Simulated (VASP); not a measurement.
# SiC in VASP: one cell, several levels of theory, part 2 of 2

VASP 6.6.1, plane waves, PAW. Earlier steps stand in the parts before.

## Step 3: r2SCAN

Contents of INCAR:

```
ENCUT = 520.000000
SIGMA = 0.010000
EDIFF = 1.00e-07
ALGO = Normal
METAGGA = R2SCAN
PREC = Accurate
IBRION = -1
ISIF = 2
ISMEAR = 0
NBANDS = 11
NELM = 120
NSW = 0
LASPH = .TRUE.
LCHARG = .FALSE.
LWAVE = .FALSE.
LREAL = .FALSE.
```

Contents of KPOINTS:

```
KPOINTS created by Atomic Simulation Environment
0
Gamma
10 10 10
0 0 0
```

Contents of KPOINTS_OPT:

```
special points
7
Reciprocal
0.0000000000 0.0000000000 0.0000000000 1
-0.5000000000 -0.5000000000 0.0000000000 1
-0.3750000000 -0.3750000000 0.2500000000 1
-0.3750000000 0.0000000000 0.3750000000 1
0.0000000000 0.0000000000 0.5000000000 1
-0.5000000000 -0.2500000000 0.2500000000 1
0.0000000000 0.5000000000 0.5000000000 1
```

Contents of POSCAR:

```
Si C
 1.0000000000000000
     0.0000000000000000    2.0909302570000001    2.0909302570000001
     2.0909302570000001    0.0000000000000000    2.0909302570000001
     2.0909302570000001    2.0909302570000001    0.0000000000000000
 Si  C
   1   1
Cartesian
  0.0000000000000000  0.0000000000000000  0.0000000000000000
  1.0454651285000001  1.0454651285000001  1.0454651285000001
```

On the command line:

```sh
$ mpirun -np 1 vasp_std
```

Standard output, without the iteration lines:

```text
POSCAR found type information on POSCAR SiC
 POSCAR found :  2 types and       2 ions
 -----------------------------------------------------------------------------
|                                                                             |
|                                                                             |
|     You enforced a specific xc type in the INCAR file but a different       |
|     I HOPE YOU KNOW WHAT YOU ARE DOING!                                     |
|                                                                             |
 -----------------------------------------------------------------------------

 LDA part: xc-table for (None), standard interpolation
 POSCAR, INCAR and KPOINTS ok, starting setup
 FFT: planning ... GRIDC
 FFT: planning ... GRID_SOFT
 FFT: planning ... GRID
 WAVECAR not read
 entering main loop
 Start KPOINTS_OPT (optional k-point list driver)
k-point batch [1-7\7]
```

OSZICAR:

```text
N       E                     dE             d eps       ncg     rms          rms(c)
DAV:   1    -0.250149414142E+01   -0.25015E+01   -0.42500E+03  1122   0.638E+02
DAV:   2    -0.218710943322E+02   -0.19370E+02   -0.18638E+02  1328   0.116E+02
DAV:   3    -0.223425333852E+02   -0.47144E+00   -0.47073E+00  1253   0.144E+01
DAV:   4    -0.223440529916E+02   -0.15196E-02   -0.15196E-02  1200   0.105E+00
DAV:   5    -0.223440587633E+02   -0.57718E-05   -0.57718E-05  1266   0.595E-02    0.107E+01
DAV:   6    -0.190829781716E+02    0.32611E+01   -0.52145E+00  1142   0.114E+01    0.605E+00
DAV:   7    -0.190803917270E+02    0.25864E-02   -0.68801E-01  1242   0.484E+00    0.275E+00
DAV:   8    -0.190916529835E+02   -0.11261E-01   -0.20969E-02  1124   0.115E+00    0.275E-01
DAV:   9    -0.190920599794E+02   -0.40700E-03   -0.47205E-04  1326   0.185E-01    0.176E-01
DAV:  10    -0.190921085243E+02   -0.48545E-04   -0.56286E-05  1145   0.716E-02    0.117E-02
DAV:  11    -0.190921087114E+02   -0.18714E-06   -0.19492E-06  1288   0.768E-03    0.383E-03
DAV:  12    -0.190921084388E+02    0.27264E-06   -0.22147E-07  1148   0.398E-03    0.519E-04
DAV:  13    -0.190921085059E+02   -0.67179E-07   -0.34591E-08   706   0.117E-03
   1 F= -.19092109E+02 E0= -.19092109E+02  d E =-.300469E-72
       N       E                     dE             ncg
DAV:   1     0.724413271631E+03   -0.20907E+04      162
DAV:   2     0.596713488108E+03   -0.12770E+03      213
DAV:   3     0.594103637395E+03   -0.26099E+01      190
DAV:   4     0.594097342967E+03   -0.62944E-02      186
DAV:   5     0.594097324710E+03   -0.18257E-04      198
DAV:   6     0.594097324617E+03   -0.93807E-07      189
```

Parts of OUTCAR:

```text
k-points           NKPTS =     47   k-points in BZ     NKDIM =     47   number of bands    NBANDS=     11

   NELECT =       8.0000    total number of electrons

   dimension x,y,z NGX =    24 NGY =   24 NGZ =   24
   dimension x,y,z NGXF=    48 NGYF=   48 NGZF=   48

  energy-cutoff  :      520.00
  volume of cell :       18.28
      direct lattice vectors                 reciprocal lattice vectors
     0.000000000  2.090930257  2.090930257    -0.239128014  0.239128014  0.239128014
     2.090930257  0.000000000  2.090930257     0.239128014 -0.239128014  0.239128014
     2.090930257  2.090930257  0.000000000     0.239128014  0.239128014 -0.239128014

 k-points in reciprocal lattice and weights: KPOINTS created by Atomic Simulation Env
   0.00000000  0.00000000  0.00000000       0.001
   0.10000000  0.00000000  0.00000000       0.008
   0.20000000  0.00000000  0.00000000       0.008
   0.30000000  0.00000000  0.00000000       0.008
   0.40000000  0.00000000  0.00000000       0.008
   0.50000000  0.00000000  0.00000000       0.004
   0.10000000  0.10000000  0.00000000       0.006
   0.20000000  0.10000000  0.00000000       0.024
[... 39 more k-points ...]

 E-fermi :   9.5480

 k-point     1 :       0.0000    0.0000    0.0000
  band No.  band energies     occupation
      1      -7.7742      2.00000
      2       9.4231      2.00000
      3       9.4231      2.00000
      4       9.4231      2.00000
      5      17.8367      0.00000
      6      18.2559      0.00000
      7      18.2559      0.00000
      8      18.2559      0.00000
      9      25.4286      0.00000
     10      25.4286      0.00000
     11      28.9070      0.00000

 k-point     2 :       0.1000    0.0000    0.0000
  band No.  band energies     occupation
      1      -7.5513      2.00000
      2       8.3539      2.00000
      3       9.2815      2.00000
      4       9.2815      2.00000
      5      17.8084      0.00000
      6      18.5337      0.00000
      7      18.5337      0.00000
      8      18.8690      0.00000
      9      24.3849      0.00000
     10      24.3849      0.00000
     11      27.9565      0.00000

 k-point     3 :       0.2000    0.0000    0.0000
  band No.  band energies     occupation
      1      -6.8921      2.00000
      2       6.0259      2.00000
      3       8.9545      2.00000
      4       8.9545      2.00000
      5      17.3981      0.00000
      6      18.8720      0.00000
      7      18.8720      0.00000
      8      20.2696      0.00000
      9      23.7006      0.00000
     10      23.7006      0.00000
     11      27.0260      0.00000

 k-point     4 :       0.3000    0.0000    0.0000
  band No.  band energies     occupation
      1      -5.8354      2.00000
      2       3.4337      2.00000
      3       8.6154      2.00000
      4       8.6154      2.00000
      5      16.9948      0.00000
      6      18.5159      0.00000
      7      18.5159      0.00000
      8      21.1277      0.00000
      9      24.8448      0.00000
     10      24.8448      0.00000
     11      27.0349      0.00000

 k-point     5 :       0.4000    0.0000    0.0000
  band No.  band energies     occupation
      1      -4.5192      2.00000
      2       1.1021      2.00000
      3       8.3798      2.00000
      4       8.3798      2.00000
      5      16.7403      0.00000
      6      17.9626      0.00000
      7      17.9626      0.00000
      8      21.2112      0.00000
      9      27.2210      0.00000
     10      27.2210      0.00000
     11      27.9742      0.00000

 k-point     6 :       0.5000    0.0000    0.0000
  band No.  band energies     occupation
      1      -3.6647      2.00000
      2      -0.1035      2.00000
      3       8.2973      2.00000
      4       8.2973      2.00000
      5      16.6571      0.00000
      6      17.7376      0.00000
      7      17.7376      0.00000
      8      21.1416      0.00000
      9      28.5858      0.00000
     10      29.2142      0.00000
     11      29.2142      0.00000

 k-point     7 :       0.1000    0.1000    0.0000
  band No.  band energies     occupation
      1      -7.4770      2.00000
      2       8.6723      2.00000
      3       8.8999      2.00000
      4       8.8999      2.00000
      5      17.3898      0.00000
      6      18.5921      0.00000
      7      19.0656      0.00000
      8      19.0656      0.00000
      9      22.8523      0.00000
     10      25.7690      0.00000
     11      29.4910      0.00000

 k-point     8 :       0.2000    0.1000    0.0000
  band No.  band energies     occupation
      1      -6.9630      2.00000
      2       6.8422      2.00000
      3       8.4254      2.00000
      4       8.7806      2.00000
      5      16.9619      0.00000
      6      18.8489      0.00000
      7      19.6130      0.00000
      8      19.7553      0.00000
      9      22.3828      0.00000
     10      25.4863      0.00000
     11      28.6190      0.00000

 k-point     9 :       0.3000    0.1000    0.0000
  band No.  band energies     occupation
      1      -6.0360      2.00000
      2       4.3786      2.00000
      3       8.0554      2.00000
      4       8.3965      2.00000
      5      16.6097      0.00000
      6      18.7313      0.00000
      7      19.7100      0.00000
      8      20.0831      0.00000
      9      23.6097      0.00000
     10      26.1426      0.00000
     11      28.0859      0.00000

 k-point    10 :       0.4000    0.1000    0.0000
  band No.  band energies     occupation
      1      -4.7850      2.00000
      2       1.9665      2.00000
      3       7.8924      2.00000
      4       7.9108      2.00000
      5      16.2771      0.00000
      6      18.2006      0.00000
      7      19.0540      0.00000
      8      21.4171      0.00000
      9      24.8301      0.00000
     10      28.1468      0.00000
     11      28.7134      0.00000

 k-point    11 :       0.5000    0.1000    0.0000
  band No.  band energies     occupation
      1      -3.6225      2.00000
      2       0.2428      2.00000
      3       7.5046      2.00000
      4       7.9638      2.00000
      5      16.2533      0.00000
      6      17.9073      0.00000
      7      18.4811      0.00000
      8      22.0967      0.00000
      9      26.6057      0.00000
     10      29.2112      0.00000
     11      29.5004      0.00000

[... the tables of k-points 12 to 47 left out ...]

  Total        3.9849349      3.9849349      3.9849349     -0.0000000     -0.0000000      0.0000000
  in kB      349.2071885    349.2071885    349.2071885     -0.0000000     -0.0000000      0.0000000
  external PRESSURE =     349.2071885 kB  Pullay stress =       0.0000000 kB

 POSITION                                       TOTAL-FORCE (eV/Angst)
 -----------------------------------------------------------------------------------
      0.00000      0.00000      0.00000         0.000000      0.000000      0.000000
      1.04547      1.04547      1.04547        -0.000000     -0.000000     -0.000000
 -----------------------------------------------------------------------------------
    total drift:                                0.000000      0.000000      0.000000

  FREE ENERGIE OF THE ION-ELECTRON SYSTEM (eV)
  ---------------------------------------------------
  free  energy   TOTEN  =       -19.0921085059 eV

  energy  without entropy=      -19.0921085059  energy(sigma->0) =      -19.09210851
```

Hardware: 1 MPI rank of Intel Xeon Platinum 8488C, shared host.

The levels at the points of KPOINTS_OPT are read from vasprun.xml.

Levels at the named points, in eV from the top of band v (v: the last filled band by count, c: the next):

```
point    v−1      v     c    c+1
    Γ   0.00   0.00  8.41   8.83
    X  -3.57  -3.57  1.64   5.34
    U  -6.34  -2.89  3.69   9.20
    K  -6.34  -2.89  3.69   9.20
    L  -1.13  -1.13  7.23   8.31
    W  -5.76  -5.29  5.94  11.11
```

The r2SCAN gap is 1.64 eV and indirect (Γ to X), with 5.21 eV as the least direct one. The pressure is 34.92 GPa; the forces vanish within 0.01 eV/Å.

## Step 4: What came out

What follows sums up all 2 parts.

```
 level  gap (eV)  pressure (GPa)  Ansatz: gap (eV)  Ansatz: pressure (GPa)
   PBE      1.23           38.42              1.24                   38.57
r2SCAN      1.64           34.92              1.62                   35.24
```

What this shows: The gap spans 1.23 eV (PBE) to 1.64 eV (r2SCAN). At this one volume the pressure spans 34.9 GPa (r2SCAN) to 38.4 GPa (PBE): PBE wants the largest cell and r2SCAN the smallest. The two programs agree on the gap within 0.02 eV, far less than the spread between functionals. Datasets and cutoffs are each program's own.
